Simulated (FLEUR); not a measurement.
# Li2O (Fm-3m) in FLEUR: convergence with lmax

Aim: find how far lmax must go before the results for Li2O settle, at PBE. This setting moves, with any that are tied to it; all else stays.

Everything below comes from runs of FLEUR MaX-R8.1 (later development tree). Logs are shortened: lines on timing, memory, paths and dates and some standing lists are left out, and cuts for length are marked.

## (1) Starting point

Symmetry: Fm-3m, No. 225, cubic system. The conventional cell has a = 4.654 Å, b = 4.654 Å, c = 4.654 Å, α = 90.00°, β = 90.00°, γ = 90.00°. Around O (site symmetry m-3m) lie 8 Li at 2.02 Å. Li (site symmetry -43m) has 4 O at 2.02 Å as nearest neighbours.

The cell comes from a database or a generator and needn't be the stable form of this composition.

## (2) With lmax 4

inp.xml reads:

```xml
<?xml version="1.0" encoding="UTF-8" standalone="no"?>
<fleurInput fleurInputVersion="0.39">
   <comment>
      Li2O                                                                                                
   </comment>
   <calculationSetup>
      <cutoffs Kmax="4.11" Gmax="12.8" GmaxXC="12.8" numbands="0"/>
      <scfLoop itmax="60" minDistance="0.00001" maxIterBroyd="15" imix="Anderson" alpha="0.05" precondParam="0.0" spinf="2.0" sdNocoIR="T"/>
      <coreElectrons ctail="T" frcor="F" kcrel="0" coretail_lmax="0"/>
      <xcFunctional name="pbe" relativisticCorrections="F"/>
      <magnetism jspins="1"/>
      <soc l_soc="F" theta="0.0" phi="0.0" spav="F"/>
      <expertModes spex="0" secvar="F"/>
      <geometryOptimization l_f="T" forcealpha="1.0" forcemix="BFGS" epsdisp="0.0005" epsforce="0.0002"/>
      <ldaU l_linMix="F" mixParam="0.05" spinf="1.0"/>
   </calculationSetup>
   <cell>
      <bzIntegration valenceElectrons="12.0" mode="hist" fermiSmearingEnergy="0.00183747">
         <kPointListSelection listName="default-1"/>
         <!-- k-points included here -->
         <xi:include xmlns:xi="http://www.w3.org/2001/XInclude" href="kpts.xml"> </xi:include>
      </bzIntegration>
      <!-- symmetry operations included here -->
      <xi:include xmlns:xi="http://www.w3.org/2001/XInclude" href="sym.xml"> </xi:include>
      <bulkLattice scale="1.0">
         <bravaisMatrix>
            <row-1>    0.0000000000000000     4.3971175136164149     4.3971175136164149</row-1>
            <row-2>    4.3971175136164149     0.0000000000000000     4.3971175136164149</row-2>
            <row-3>    4.3971175136164149     4.3971175136164149     0.0000000000000000</row-3>
         </bravaisMatrix>
      </bulkLattice>
   </cell>
   <atomSpecies>
      <species name="Oxygen (O)" element="O" atomicNumber="8">
         <mtSphere radius="1.75" gridPoints="583" logIncrement="0.018"/>
         <atomicCutoffs lmax="4" lnonsphr="3"/>
         <electronConfig flipSpins="F">
            <coreConfig>(1s1/2)</coreConfig>
            <valenceConfig>(2s1/2) (2p1/2) (2p3/2)</valenceConfig>
            <stateOccupation state="(2p1/2)" spinUp="0.666667" spinDown="0.666667"/>
            <stateOccupation state="(2p3/2)" spinUp="1.333333" spinDown="1.333333"/>
         </electronConfig>
         <energyParameters s="2" p="2" d="3" f="4"/>
         <lo type="SCLO" l="0" n="2" eDeriv="2"/>
         <lo type="SCLO" l="1" n="2" eDeriv="2"/>
         <lo type="SCLO" l="2" n="3" eDeriv="2"/>
      </species>
      <species name="Lithium (Li)" element="Li" atomicNumber="3">
         <mtSphere radius="1.75" gridPoints="583" logIncrement="0.017"/>
         <atomicCutoffs lmax="4" lnonsphr="3"/>
         <electronConfig flipSpins="F">
            <coreConfig></coreConfig>
            <valenceConfig>(1s1/2) (2s1/2)</valenceConfig>
            <stateOccupation state="(2s1/2)" spinUp="0.500000" spinDown="0.500000"/>
         </electronConfig>
         <energyParameters s="2" p="2" d="3" f="4"/>
         <lo type="SCLO" l="0" n="1" eDeriv="0"/>
         <lo type="SCLO" l="1" n="2" eDeriv="2"/>
         <lo type="SCLO" l="2" n="3" eDeriv="2"/>
      </species>
   </atomSpecies>
   <atomGroups>
      <atomGroup species="Oxygen (O)">
         <relPos label="                   1">.0000000000 .0000000000 .0000000000</relPos>
         <force calculate="T" relaxXYZ="TTT"/>
      </atomGroup>
      <atomGroup species="Lithium (Li)">
         <relPos label="                   2">1.000/4.000 1.000/4.000 1.000/4.000</relPos>
         <relPos label="                   3">-1.000/4.000 -1.000/4.000 -1.000/4.000</relPos>
         <force calculate="T" relaxXYZ="TTT"/>
      </atomGroup>
   </atomGroups>
   <output dos="F" band="F" slice="F">
      <checks vchk="F" cdinf="F"/>
      <bandDOS minEnergy="-.5*Htr" maxEnergy="0.5*Htr" sigma="0.015" storeEVData="T"/>
      <vacuumDOS vacdos="F" integ="F" star="F" nstars="0" locx1="0.0" locy1="0.0" locx2="0.0" locy2="0.0" nstm="0" tworkf="0.0"/>
      <unfoldingBand unfoldBand="F" supercellX="1" supercellY="1" supercellZ="1"/>
      <plotting iplot="0" polar="F">
         <plot TwoD="T" vec1="  1.0  0.0  0.0" vec2="  0.0  1.0  0.0" vec3="  0.0  0.0  1.0" zero="  0.0  0.0  0.0" file="plot"/>
      </plotting>
      <chargeDensitySlicing numkpt="0" minEigenval="0.0" maxEigenval="0.0" nnne="0" pallst="F"/>
      <specialOutput eonly="F"/>
      <moessbauerParams electricFieldGradient="T" isomerShift="T" coreHyperfine="T" valenceHyperfine="T"/>
      <magneticCircularDichroism mcd="F" energyLo="-10.0" energyUp="0.0"/>
   </output>
  <!-- We include the file relax.xml here to enable relaxations (see documentation) -->
  <xi:include xmlns:xi="http://www.w3.org/2001/XInclude" href="relax.xml"> <xi:fallback/> </xi:include>
</fleurInput>
```

crystal.txt reads:

```
Li2O
&input cartesian=F /
0.0000000000  2.3268543819  2.3268543819
2.3268543819  0.0000000000  2.3268543819
2.3268543819  2.3268543819  0.0000000000
1.8897261246
1.0 1.0 1.0

3
8 0.0000000000  0.0000000000  0.0000000000
3 0.2500000000  0.2500000000  0.2500000000
3 0.7500000000  0.7500000000  0.7500000000

&kpt div1=8 div2=8 div3=8 gamma=T /
```

Potentials or basis: all-electron, FLAPW.

Run with:

```bash
> inpgen -f crystal.txt -profile fastHighL
> # inp.xml edited to the form shown
> fleur_MPI
```

It took 9 s on 1 thread of Arm Neoverse V2, shared host; peak memory 0.05 GiB.

What came out:

```yaml
Free_energy: -2460.7464 eV
Band_gap_on_the_k_mesh: 4.94 eV, indirect (least direct gap 5.10 eV)
Valence_electrons_inside_the_program's_atomic_spheres: O 5.59; Li 2.22 (radii O 1.75, Li 1.75 bohr)
```

## (3) With lmax 5

Changes to inp.xml since step 2:

```diff
@@ -35,3 +35,3 @@
          <mtSphere radius="1.75" gridPoints="583" logIncrement="0.018"/>
-         <atomicCutoffs lmax="4" lnonsphr="3"/>
+         <atomicCutoffs lmax="5" lnonsphr="3"/>
          <electronConfig flipSpins="F">
@@ -49,3 +49,3 @@
          <mtSphere radius="1.75" gridPoints="583" logIncrement="0.017"/>
-         <atomicCutoffs lmax="4" lnonsphr="3"/>
+         <atomicCutoffs lmax="5" lnonsphr="3"/>
          <electronConfig flipSpins="F">
```

crystal.txt is that of step 2.

Potentials or basis: all-electron, FLAPW.

Run with:

```bash
> inpgen -f crystal.txt -profile fastHighL
> # inp.xml edited to the form shown
> fleur_MPI
```

Wall time 9.6 s (1 thread of Arm Neoverse V2, shared host); peak memory 0.05 GiB.

What came out:

```yaml
Free_energy: -2460.7538 eV
Band_gap_on_the_k_mesh: 4.93 eV, indirect (least direct gap 5.09 eV)
Valence_electrons_inside_the_program's_atomic_spheres: O 5.59; Li 2.22 (radii O 1.75, Li 1.75 bohr)
```

## (4) With lmax 6

Changes to inp.xml since step 3:

```diff
@@ -35,3 +35,3 @@
          <mtSphere radius="1.75" gridPoints="583" logIncrement="0.018"/>
-         <atomicCutoffs lmax="5" lnonsphr="3"/>
+         <atomicCutoffs lmax="6" lnonsphr="4"/>
          <electronConfig flipSpins="F">
@@ -49,3 +49,3 @@
          <mtSphere radius="1.75" gridPoints="583" logIncrement="0.017"/>
-         <atomicCutoffs lmax="5" lnonsphr="3"/>
+         <atomicCutoffs lmax="6" lnonsphr="4"/>
          <electronConfig flipSpins="F">
```

crystal.txt is that of step 3.

Run with:

```bash
> inpgen -f crystal.txt -profile fastHighL
> # inp.xml edited to the form shown
> fleur_MPI
```

Wall time 10 s (1 thread of Arm Neoverse V2, shared host); peak memory 0.05 GiB.

Results:

```yaml
Free_energy: -2460.7672 eV
Band_gap_on_the_k_mesh: 4.94 eV, indirect (least direct gap 5.10 eV)
Valence_electrons_inside_the_program's_atomic_spheres: O 5.59; Li 2.22 (radii O 1.75, Li 1.75 bohr)
```

## (5) With lmax 7

Changes to inp.xml since step 4:

```diff
@@ -35,3 +35,3 @@
          <mtSphere radius="1.75" gridPoints="583" logIncrement="0.018"/>
-         <atomicCutoffs lmax="6" lnonsphr="4"/>
+         <atomicCutoffs lmax="7" lnonsphr="5"/>
          <electronConfig flipSpins="F">
@@ -49,3 +49,3 @@
          <mtSphere radius="1.75" gridPoints="583" logIncrement="0.017"/>
-         <atomicCutoffs lmax="6" lnonsphr="4"/>
+         <atomicCutoffs lmax="7" lnonsphr="5"/>
          <electronConfig flipSpins="F">
```

crystal.txt is that of step 4.

Run with:

```bash
> inpgen -f crystal.txt -profile fastHighL
> # inp.xml edited to the form shown
> fleur_MPI
```

Run time: 13 s. Hardware: 1 thread of Arm Neoverse V2, shared host; peak memory 0.05 GiB.

What came out:

- Free energy: -2460.7698 eV
- Band gap on the k mesh: 4.94 eV, indirect (least direct gap 5.10 eV)
- Valence electrons inside the program's atomic spheres: O 5.59; Li 2.22 (radii O 1.75, Li 1.75 bohr)

## (6) With lmax 8

Changes to inp.xml since step 5:

```diff
@@ -35,3 +35,3 @@
          <mtSphere radius="1.75" gridPoints="583" logIncrement="0.018"/>
-         <atomicCutoffs lmax="7" lnonsphr="5"/>
+         <atomicCutoffs lmax="8" lnonsphr="6"/>
          <electronConfig flipSpins="F">
@@ -49,3 +49,3 @@
          <mtSphere radius="1.75" gridPoints="583" logIncrement="0.017"/>
-         <atomicCutoffs lmax="7" lnonsphr="5"/>
+         <atomicCutoffs lmax="8" lnonsphr="6"/>
          <electronConfig flipSpins="F">
```

crystal.txt is that of step 5.

Potentials or basis: all-electron, FLAPW.

Run with:

```bash
> inpgen -f crystal.txt -profile fastHighL
> # inp.xml edited to the form shown
> fleur_MPI
```

It took 16 s on 1 thread of Arm Neoverse V2, shared host; peak memory 0.05 GiB.

What came out:

| Property | Result |
| --- | --- |
| Free energy | -2460.7698 eV |
| Band gap on the k mesh | 4.94 eV, indirect (least direct gap 5.10 eV) |
| Valence electrons inside the program's atomic spheres | O 5.59; Li 2.22 (radii O 1.75, Li 1.75 bohr) |

## (7) With lmax 10

Changes to inp.xml since step 6:

```diff
@@ -35,3 +35,3 @@
          <mtSphere radius="1.75" gridPoints="583" logIncrement="0.018"/>
-         <atomicCutoffs lmax="8" lnonsphr="6"/>
+         <atomicCutoffs lmax="10" lnonsphr="8"/>
          <electronConfig flipSpins="F">
@@ -49,3 +49,3 @@
          <mtSphere radius="1.75" gridPoints="583" logIncrement="0.017"/>
-         <atomicCutoffs lmax="8" lnonsphr="6"/>
+         <atomicCutoffs lmax="10" lnonsphr="8"/>
          <electronConfig flipSpins="F">
```

crystal.txt is that of step 6.

Run with:

```bash
> inpgen -f crystal.txt -profile fastHighL
> # inp.xml edited to the form shown
> fleur_MPI
```

Wall time 22 s (1 thread of Arm Neoverse V2, shared host); peak memory 0.06 GiB.

What came out:

```
Free energy                                           : -2460.7696 eV
Band gap on the k mesh                                : 4.94 eV, indirect (least direct gap 5.10 eV)
Valence electrons inside the program's atomic spheres : O 5.59; Li 2.22 (radii O 1.75, Li 1.75 bohr)
```

## (8) With lmax 12

Changes to inp.xml since step 7:

```diff
@@ -35,3 +35,3 @@
          <mtSphere radius="1.75" gridPoints="583" logIncrement="0.018"/>
-         <atomicCutoffs lmax="10" lnonsphr="8"/>
+         <atomicCutoffs lmax="12" lnonsphr="8"/>
          <electronConfig flipSpins="F">
@@ -49,3 +49,3 @@
          <mtSphere radius="1.75" gridPoints="583" logIncrement="0.017"/>
-         <atomicCutoffs lmax="10" lnonsphr="8"/>
+         <atomicCutoffs lmax="12" lnonsphr="8"/>
          <electronConfig flipSpins="F">
```

crystal.txt is that of step 7.

Potentials or basis: all-electron, FLAPW.

Run with:

```bash
> inpgen -f crystal.txt -profile fastHighL
> # inp.xml edited to the form shown
> fleur_MPI
```

Output:

```text
Welcome to FLEUR        (www.flapw.de)
      MaX-Release 8.1          (www.max-centre.eu)

 ========== k-point set info ==========
 Selected k-point list: default-1
 k-point list type: mesh
 8 x 8 x 8
 Number of k points: 29

 ------------Calculation Setup---------------------------
 Number of MPI-tasks      :            1
 Number of PE/node        :            1
 Number of OMP-threads    :            1
 Most efficient MPI parallelization for:
           1          29
 Additional eigenvalue parallelization possible
 Number of basis functions:          255
 Approximate size of matrices (H+S) per k-point:         0.001 GB
 --------------------------------------------------------
Nuclear radius smaller than smallest radial mesh point for atom type 2 -- skipping its core isomer shift
Nuclear radius smaller than smallest radial mesh point for atom type 2 -- skipping its isomer shift
 Iteration:     1   Distance:      22.20670144 me/bohr^3
Nuclear radius smaller than smallest radial mesh point for atom type 2 -- skipping its core isomer shift
Nuclear radius smaller than smallest radial mesh point for atom type 2 -- skipping its isomer shift
 Iteration:     2   Distance:      18.63024066 me/bohr^3
Nuclear radius smaller than smallest radial mesh point for atom type 2 -- skipping its core isomer shift
Nuclear radius smaller than smallest radial mesh point for atom type 2 -- skipping its isomer shift
 Iteration:     3   Distance:       6.30551710 me/bohr^3
Nuclear radius smaller than smallest radial mesh point for atom type 2 -- skipping its core isomer shift
Nuclear radius smaller than smallest radial mesh point for atom type 2 -- skipping its isomer shift
 Iteration:     4   Distance:       6.05741443 me/bohr^3
Nuclear radius smaller than smallest radial mesh point for atom type 2 -- skipping its core isomer shift
Nuclear radius smaller than smallest radial mesh point for atom type 2 -- skipping its isomer shift
 Iteration:     5   Distance:       0.68032033 me/bohr^3
Nuclear radius smaller than smallest radial mesh point for atom type 2 -- skipping its core isomer shift
Nuclear radius smaller than smallest radial mesh point for atom type 2 -- skipping its isomer shift
 Iteration:     6   Distance:       1.48822680 me/bohr^3
Nuclear radius smaller than smallest radial mesh point for atom type 2 -- skipping its core isomer shift
Nuclear radius smaller than smallest radial mesh point for atom type 2 -- skipping its isomer shift
 Iteration:     7   Distance:       0.12229570 me/bohr^3
Nuclear radius smaller than smallest radial mesh point for atom type 2 -- skipping its core isomer shift
Nuclear radius smaller than smallest radial mesh point for atom type 2 -- skipping its isomer shift
 Iteration:     8   Distance:       0.23574632 me/bohr^3
Nuclear radius smaller than smallest radial mesh point for atom type 2 -- skipping its core isomer shift
Nuclear radius smaller than smallest radial mesh point for atom type 2 -- skipping its isomer shift
 Iteration:     9   Distance:       0.01520411 me/bohr^3
Nuclear radius smaller than smallest radial mesh point for atom type 2 -- skipping its core isomer shift
Nuclear radius smaller than smallest radial mesh point for atom type 2 -- skipping its isomer shift
 Iteration:    10   Distance:       0.01651502 me/bohr^3
Nuclear radius smaller than smallest radial mesh point for atom type 2 -- skipping its core isomer shift
Nuclear radius smaller than smallest radial mesh point for atom type 2 -- skipping its isomer shift
 Iteration:    11   Distance:       0.00138226 me/bohr^3
Nuclear radius smaller than smallest radial mesh point for atom type 2 -- skipping its core isomer shift
Nuclear radius smaller than smallest radial mesh point for atom type 2 -- skipping its isomer shift
 Iteration:    12   Distance:       0.00009395 me/bohr^3
Nuclear radius smaller than smallest radial mesh point for atom type 2 -- skipping its core isomer shift
Nuclear radius smaller than smallest radial mesh point for atom type 2 -- skipping its isomer shift
 Iteration:    13   Distance:       0.00004171 me/bohr^3
Nuclear radius smaller than smallest radial mesh point for atom type 2 -- skipping its core isomer shift
Nuclear radius smaller than smallest radial mesh point for atom type 2 -- skipping its isomer shift
 Iteration:    14   Distance:       0.00000238 me/bohr^3
Nuclear radius smaller than smallest radial mesh point for atom type 2 -- skipping its core isomer shift
Nuclear radius smaller than smallest radial mesh point for atom type 2 -- skipping its isomer shift

 ********************************************************************
 Run finished successfully
 Stop message:
   Structural relaxation: Done
 ********************************************************************
```

It took 29 s on 1 thread of Arm Neoverse V2, shared host; peak memory 0.07 GiB.

Results:

- Free energy: -2460.7696 eV
- Band gap on the k mesh: 4.94 eV, indirect (least direct gap 5.10 eV)
- Valence electrons inside the program's atomic spheres: O 5.59; Li 2.22 (radii O 1.75, Li 1.75 bohr)

## (9) Summary

```
lmax  energy less the tightest run, at zero smearing (meV/atom)  gap on the mesh (eV)  SCF cycles  CPU time (s)  peak memory (GiB)
   4                                                       7.75                 4.938          15             9               0.05
   5                                                       5.28                 4.932          15           9.6               0.05
   6                                                       0.81                 4.941          15            10               0.05
   7                                                      -0.05                 4.940          15            13               0.05
   8                                                      -0.05                 4.940          15            16               0.05
  10                                                       0.00                 4.938          15            22               0.06
  12                                                       0.00                 4.938          15            29               0.07
```

Against the tightest run, the energy stays within 1 meV/atom from 6 on; the gap on the mesh stays within 0.01 eV from 4 on. The tightest run that finished is the yardstick and may itself not be fully converged.
